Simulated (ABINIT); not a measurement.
Crystal: Pt.

```
Pt
1.0
     0.00000    1.96090    1.96090
     1.96090    0.00000    1.96090
     1.96090    1.96090    0.00000
Pt
1
Direct
  0.00000 0.00000 0.00000
```

Base run:

| Property | Result |
| --- | --- |
| Program | ABINIT 10.8.3 (patched build) |
| Functional | PBEsol |
| Potentials or basis | JTH PAW PBE v2.0 |
| Cutoff | 435 eV |
| k mesh | 12 × 12 × 12 |
| Occupations | fermi-dirac, width 0.05 eV |
| Spin | no spin polarisation |

Its results: band gap on the k mesh none (metal or under the smearing width); pressure 1.0 GPa.

Problem. The run is repeated on the same cell with these changes: potentials or basis from JTH PAW PBE v2.0 to PseudoDojo NC SR PBEsol v0.4.1 standard; cutoff from 435 eV to 1143 eV; valence electrons from 10 to 18. What comes out?

Solution. Band gap on the k mesh none (metal or under the smearing width); pressure -1.2 GPa.

Caveats: the PAW data sets were made with another functional, which shifts forces and pressure a little (some runs).
